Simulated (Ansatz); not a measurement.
## AlCu₃: vibrational free energy, entropy and heat capacity

All numbers below come from DFT PBEsol, scalar-relativistic, plane waves, PAW (Ansatz). Plane waves to 420 eV; Γ-centred k mesh 12×12×12; Fermi-Dirac smearing of 0.15 eV. No spin polarisation. Phonons by linear response, acoustic sum rule imposed.

Equilibrium structure at this level:
```
CELL_PARAMETERS angstrom
3.63242 0.00000 0.00000
0.00000 3.63242 0.00000
0.00000 0.00000 3.63242
ATOMIC_POSITIONS crystal
Al 0.00000 0.00000 0.00000
Cu 0.50000 0.50000 0.00000
Cu 0.50000 0.00000 0.50000
Cu 0.00000 0.50000 0.50000
```

In a metal, frequencies and elastic constants depend on the k mesh and the smearing, soft modes and shear constants most. Some empty bands missed the eigensolver's threshold. The q mesh is coarse, so values between its points are rough.

Force constants from linear response on a 2×2×2 q mesh, interpolated to a fine mesh.

Task: What is the zero-point energy per atom?

Result: 35.1 meV.

Task: How large are the vibrational entropy and heat capacity at 300 K?

Result: S = 3.61 k_B and C_V = 2.78 k_B per atom, 93 % of the Dulong–Petit value.

Task: Tabulate them against temperature.

Result:
```csv
T (K),F_vib (meV/atom),S (k_B/atom),C_V (k_B/atom)
100,32.3,1.02,1.72
200,16.7,2.53,2.55
300,-10.0,3.61,2.78
400,-44.8,4.43,2.87
500,-85.9,5.08,2.92
600,-132.0,5.61,2.94
700,-182.3,6.06,2.96
800,-236.3,6.46,2.97
900,-293.5,6.81,2.97
1000,-353.6,7.12,2.98
```

Whether AlCu3 exists in this form wasn't checked.

Cost: 1 run of about 25 core-minutes, on Arm Neoverse V1 (shared hosts).